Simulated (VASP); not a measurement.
A run of VASP 6.6.1 is set up as follows.

The input INCAR:

```
SYSTEM = InPd
PREC = Accurate
ENCUT = 600
EDIFF = 1E-6
ISMEAR = -1
SIGMA = 0.05
LREAL = .FALSE.
LASPH = .TRUE.
NELM = 80
ALGO = Normal
ISIF = 3
LWAVE = .FALSE.
LCHARG = .FALSE.
GGA = RE
IVDW = 11
IBRION = 2
NSW = 60
EDIFFG = -0.005
```

KPOINTS

```
Automatic mesh
0
G
  8 8 8
  0 0 0
```

Contents of POSCAR:

```
InPd
1.0
    3.2718847800      0.0000000000      0.0000000000
    0.0000000000      3.2718847800      0.0000000000
    0.0000000000      0.0000000000      3.2718847800
In Pd
1 1
Direct
    0.0000000000      0.0000000000      0.0000000000
    0.5000000000      0.5000000000      0.5000000000
```

Potentials or basis: VASP PAW PBE potentials, release 64 (In_d, Pd).

The run is started by

```console
$ cat potpaw_PBE.64/In_d/POTCAR potpaw_PBE.64/Pd/POTCAR > POTCAR
$ mpirun -np 1 vasp_std > vasp.out
```

Estimate the band gap on the k mesh.

none (metal or under the smearing width).

Estimate the relaxed cell.

a = 3.280 Å, b = 3.280 Å, c = 3.280 Å, α = 90.00°, β = 90.00°, γ = 90.00°.

What does it give for the relaxed volume?

17.64 Å³/atom.

The path:
```tsv
step	energy change (eV)	largest force (eV/Å)	pressure (GPa)	volume (Å³)
1	0.0000	0.0000	0.73	35.03
2	-0.0002	0.0000	-0.52	35.43
3	-0.0005	0.0000	0.12	35.26
4	-0.0005	0.0000	-0.12	35.29
5	-0.0005	0.0000	-0.02	35.28
```

Caveat: the PAW data sets were made with another functional, which shifts forces and pressure a little; pairwise dispersion overbinds metals, which lowers pressure and volume.
